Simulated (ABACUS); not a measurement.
# TePt (P6_3/mmc) in ABACUS: reference runs

Reference runs on TePt: the cell as given and a disturbed copy.

All numbers are computed with ABACUS 3.10.1; they aren't measurements. Logs are shortened: lines on timing, memory, paths and dates and some standing lists are left out, and cuts for length are marked.

### 1 The structure

The structure is hexagonal, space group P6_3/mmc (No. 194). The conventional cell has a = 4.263 Å, b = 4.263 Å, c = 5.662 Å, α = 90.00°, β = 90.00°, γ = 120.00°. Pt (site symmetry -3m) is surrounded by 2 Pt at 2.83 Å and 6 Te at 2.84 Å. Te (site symmetry -6m2) has 6 Pt at 2.84 Å as nearest neighbours.

Measurements of this composition are mostly on another form, of space group No. 166.

### 2 Single point, PBEsol

INPUT reads:

```
INPUT_PARAMETERS
suffix              TePt
calculation         scf
basis_type          pw
pseudo_dir          ./
symmetry            1
dft_functional      pbesol
ecutwfc             84
pseudo_rcut         7
nspin               1
nbands              41
ks_solver           dav
smearing_method     fd
smearing_sigma      0.00367493
scf_thr             1e-08
scf_nmax            100
mixing_type         broyden
mixing_beta         0.7
cal_force           1
cal_stress          1
kpar                4
```

STRU reads:

```
ATOMIC_SPECIES
Pt 195.0840 Pt.upf
Te 127.6000 Te.upf

LATTICE_CONSTANT
1.8897261246

LATTICE_VECTORS
4.2628798384 0.0000000000 0.0000000000
-2.1314399192 3.6917622333 0.0000000000
0.0000000000 0.0000000000 5.6617710000

ATOMIC_POSITIONS
Direct

Pt
0.0
2
0.0000000000 0.0000000000 0.0000000000 1 1 1
0.0000000000 0.0000000000 0.5000000000 1 1 1

Te
0.0
2
0.3333333333 0.6666666667 0.2500000000 1 1 1
0.6666666667 0.3333333333 0.7500000000 1 1 1
```

KPT reads:

```
K_POINTS
0
Gamma
7 7 5 0 0 0
```

Potentials or basis: PseudoDojo NC SR 0.4.1 PBEsol standard, plane waves.

Command:

```bash
$ OMP_NUM_THREADS=1 mpirun -np 4 abacus > log
```

running log:

```text
ABACUS v3.10.1

               Atomic-orbital Based Ab-initio Computation at UStc

 ------------------------------------------------------------------------------------

 READING GENERAL INFORMATION
                           global_out_dir = OUT.TePt/
                           global_in_card = INPUT
                               pseudo_dir = ./
                              orbital_dir =
                                    DSIZE = 4
                                    GSIZE = 1

 READING UNITCELL INFORMATION
                                    ntype = 2
                  lattice constant (Bohr) = 1.88973
              lattice constant (Angstrom) = 1

 READING ATOM TYPE 1
                               atom label = Pt
                      L=0, number of zeta = 1
                      L=1, number of zeta = 1
                      L=2, number of zeta = 1
             number of atom for this type = 2

 READING ATOM TYPE 2
                               atom label = Te
                      L=0, number of zeta = 1
                      L=1, number of zeta = 1
                      L=2, number of zeta = 1
             number of atom for this type = 2

                        TOTAL ATOM NUMBER = 4
DIRECT COORDINATES
    atom                   x                   y                   z     mag                  vx                  vy                  vz
taud_Pt1            0.0000000000        0.0000000000        0.0000000000  0.0000        0.0000000000        0.0000000000        0.0000000000
taud_Pt2            0.0000000000        0.0000000000        0.5000000000  0.0000        0.0000000000        0.0000000000        0.0000000000
taud_Te1            0.3333333333        0.6666666667        0.2500000000  0.0000        0.0000000000        0.0000000000        0.0000000000
taud_Te2            0.6666666667        0.3333333333        0.7500000000  0.0000        0.0000000000        0.0000000000        0.0000000000

                          Volume (Bohr^3) = 601.292
                             Volume (A^3) = 89.1022

 Lattice vectors: (Cartesian coordinate: in unit of a_0)
             +4.26288                  +0                  +0
             -2.13144            +3.69176                  +0
                   +0                  +0            +5.66177
 Reciprocal vectors: (Cartesian coordinate: in unit of 2 pi/a_0)
            +0.234583           +0.135437                  -0
                   -0           +0.270873                  -0
                   +0                  -0           +0.176623
 The esolver type has been set to : ksdft_pw

                PAO radial cut off (Bohr) = 7

 Read in pseudopotential file is Pt.upf
                     pseudopotential type = NC
          exchange-correlation functional = PBESOL
                 nonlocal core correction = 1
                        valence electrons = 18
                                     lmax = 3
                           number of zeta = 4
                     number of projectors = 8
                           L of projector = 0
                           L of projector = 0
[... 209 lines left out ...]
                                    max q = 1104

 number of pseudo atomic orbitals for Pt is 4
WARNING: norm of atomic wavefunction # 3 of atomic type Pt is 0.999889, renormalized
WARNING: norm of atomic wavefunction # 4 of atomic type Pt is 0.997658, renormalized

 number of pseudo atomic orbitals for Te is 3
WARNING: norm of atomic wavefunction # 2 of atomic type Te is 0.999977, renormalized
WARNING: norm of atomic wavefunction # 3 of atomic type Te is 0.99875, renormalized

 -------------------------------------------
 SELF-CONSISTENT
 -------------------------------------------
                                 init_chg = atomic

 PW ALGORITHM --------------- ION=   1  ELEC=   1--------------------------------

 Notice: Threshold on eigenvalues was too large.
 hsover_error=0.68 > DRHO=0.109994
 Origin diag ethr = 0.01
 New diag ethr = 0.000161756

 Density error is 0.111255614753
                          Error Threshold = 0.000161755935799
----------------------------------------------------------
     Energy           Rydberg                 eV
----------------------------------------------------------
 E_KohnSham     -940.9612994543      -12802.4352700634
 E_Harris       -946.9828341656      -12884.3624528416
 E_Fermi        1.1540689767         15.7019139683
----------------------------------------------------------
[... 63 lines left out ...]
 Density error is 2.41946022665e-09
                          Error Threshold = 9.02949157733e-11
----------------------------------------------------------
     Energy           Rydberg                 eV
----------------------------------------------------------
 E_KohnSham     -940.9957607586      -12802.9041401613
 E_KS(sigma->0) -940.9949453927      -12802.8930465400
 E_Harris       -940.9957600884      -12802.9041310437
 E_band         -64.6923043848       -880.1839563832
 E_one_elec     -341.0854738277      -4640.7059490865
 E_Hartree      202.3480705191       2753.0867383649
 E_xc           -192.2080033941      -2615.1240473627
 E_Ewald        -610.0487233242      -8300.1386948345
 E_entropy(-TS) -0.0016307317        -0.0221872426
 E_descf        0.0000000000         0.0000000000
 E_exx          0.0000000000         0.0000000000
 E_Fermi        1.1313065389         15.3922151135
----------------------------------------------------------

 charge density convergence is achieved
 final etot is -12802.90414 eV
 EFERMI = 15.392215113 eV

 STATE ENERGY(eV) AND OCCUPATIONS    NSPIN == 1
 1/6 kpoint (Cartesian) = 0.0000 0.0000 0.0000 (7861 pws)
       1       -83.1019     0.00816327
       2       -83.0936     0.00816327
       3       -37.3629     0.00816327
       4       -37.2262     0.00816327
       5       -37.2262     0.00816327
       6       -37.2072     0.00816327
[... 248 lines left out ...]
      40        21.5072    7.52540e-55
      41        21.6805    2.35421e-56

------------------------------------------------------------------------------------------
 TOTAL-FORCE (eV/Angstrom)
------------------------------------------------------------------------------------------
                       Pt1         0.0000000000         0.0000000000         0.0000000000
                       Pt2         0.0000000000         0.0000000000         0.0000000000
                       Te1         0.0000000000         0.0000000000         0.0000000000
                       Te2         0.0000000000         0.0000000000         0.0000000000
------------------------------------------------------------------------------------------

----------------------------------------------------------------
 TOTAL-STRESS (KBAR)
----------------------------------------------------------------
       -40.0254499050        -0.0000000000         0.0000000000
        -0.0000000000       -40.0254499058        -0.0000000000
        -0.0000000000        -0.0000000000       -58.7528587523
----------------------------------------------------------------
 TOTAL-PRESSURE: -46.267920 KBAR

 --------------------------------------------
 !FINAL_ETOT_IS -12802.9041401613103517 eV
 --------------------------------------------
```

Wall time 21 s (4 MPI ranks of Intel Xeon 6975P-C (Granite Rapids), shared host); peak memory 0.8 GiB.

What came out:

| Item | Value |
| --- | --- |
| Free energy | -12802.9041 eV |
| Pressure | -4.6 GPa |
| Band gap on the k mesh | none (metal or under the smearing width) |

Spin-orbit coupling is left out, which matters for the levels of Pt, Te.

### 3 Single point, PBEsol (atoms moved at random, drawn with an rms of 0.05 Å)

Edit INPUT of step 2 so:

```diff
@@ -20,2 +20,4 @@
 cal_stress          1
-kpar                4
+out_chg             1
+out_pot             2
+out_elf             1
```

STRU reads:

```
ATOMIC_SPECIES
Pt 195.0840 Pt.upf
Te 127.6000 Te.upf

LATTICE_CONSTANT
1.8897261246

LATTICE_VECTORS
4.2628798384 0.0000000000 0.0000000000
-2.1314399192 3.6917622333 0.0000000000
0.0000000000 0.0000000000 5.6617710000

ATOMIC_POSITIONS
Direct

Pt
0.0
2
-0.0050400000 -0.0116880000 0.0061590000 1 1 1
-0.0038730000 0.0014790000 0.4984700000 1 1 1

Te
0.0
2
0.3346500000 0.6667370000 0.2453600000 1 1 1
0.6646140000 0.3369850000 0.7564950000 1 1 1
```

KPT is that of step 2.

Potentials or basis: PseudoDojo NC SR 0.4.1 PBEsol standard, plane waves.

Command:

```bash
$ OMP_NUM_THREADS=1 mpirun -np 4 abacus > log
```

running log:

```text
ABACUS v3.10.1

               Atomic-orbital Based Ab-initio Computation at UStc

 ------------------------------------------------------------------------------------

 READING GENERAL INFORMATION
                           global_out_dir = OUT.TePt/
                           global_in_card = INPUT
                               pseudo_dir = ./
                              orbital_dir =
                                    DSIZE = 4
                                    GSIZE = 1

 READING UNITCELL INFORMATION
                                    ntype = 2
                  lattice constant (Bohr) = 1.88973
              lattice constant (Angstrom) = 1

 READING ATOM TYPE 1
                               atom label = Pt
                      L=0, number of zeta = 1
[... 396 lines left out ...]
       4       -37.3031     0.00816327
       5       -37.2907     0.00816327
       6       -37.1479     0.00816327
[... 248 lines left out ...]
      40        21.0711    8.52087e-52
      41        21.5894    2.67933e-56

[... levels at 117 further k points ...]

------------------------------------------------------------------------------------------
 TOTAL-FORCE (eV/Angstrom)
------------------------------------------------------------------------------------------
                       Pt1        -0.0014960430         0.1293332454        -0.3167197100
                       Pt2         0.0158958165         0.0457008967         0.2907689334
                       Te1        -0.0534441022        -0.0636053394         0.2074475256
                       Te2         0.0390443287        -0.1114288027        -0.1814967490
------------------------------------------------------------------------------------------

----------------------------------------------------------------
 TOTAL-STRESS (KBAR)
----------------------------------------------------------------
       -37.9541269937        -0.3937269867        -0.2502880940
        -0.3937269867       -39.1494026073         0.5278736135
        -0.2502880940         0.5278736135       -56.8516601540
----------------------------------------------------------------
 TOTAL-PRESSURE: -44.651730 KBAR

 --------------------------------------------
 !FINAL_ETOT_IS -12802.8877877438462747 eV
 --------------------------------------------
```

stdout:

```text
ABACUS v3.10.1

               Atomic-orbital Based Ab-initio Computation at UStc                    4,Local thread limit: 192

%%%%%%%%%%%%%%%%%%%%%%%%%%%%%%%%%%%%%%%%%%%%%%%%%%%%%%%%%%%%%%%%%%%%%%%%%%%%%%%%%%%%%%%%%%%%%%%%%%%%%%%%%
[... 37 lines left out ...]
 TOTAL-STRESS (KBAR)
----------------------------------------------------------------
       -37.9541269937        -0.3937269867        -0.2502880940
        -0.3937269867       -39.1494026073         0.5278736135
        -0.2502880940         0.5278736135       -56.8516601540
----------------------------------------------------------------
 TOTAL-PRESSURE: -44.651730 KBAR
```

Run time: 1.8 min. Hardware: 4 MPI ranks of Intel Xeon 6975P-C (Granite Rapids), shared host; peak memory 1 GiB.

Results:

```yaml
Free_energy: -12802.8878 eV
Pressure: -4.5 GPa
Largest_force: 0.342 eV/Å
Band_gap_on_the_k_mesh: none (metal or under the smearing width)
```

Forces in eV/Å, atoms in the order of the input:
```
Pt  -0.001  0.129 -0.317
Pt   0.016  0.046  0.291
Te  -0.053 -0.064  0.207
Te   0.039 -0.111 -0.181
```

Stress tensor (GPa, compression positive):
```
-3.80 -0.04 -0.03
-0.04 -3.91  0.05
-0.03  0.05 -5.69
```

Levels at points of the mesh, in eV from the Fermi level:
| k point | band 32 | band 33 | band 34 | band 35 | band 36 | band 37 |
| --- | --- | --- | --- | --- | --- | --- |
| (0.00, 0.00, 0.00) | -1.50 | 0.13 | 0.48 | 1.32 | 1.77 | 2.06 |

The run has no spin-orbit coupling, so splittings on Pt, Te are missing.
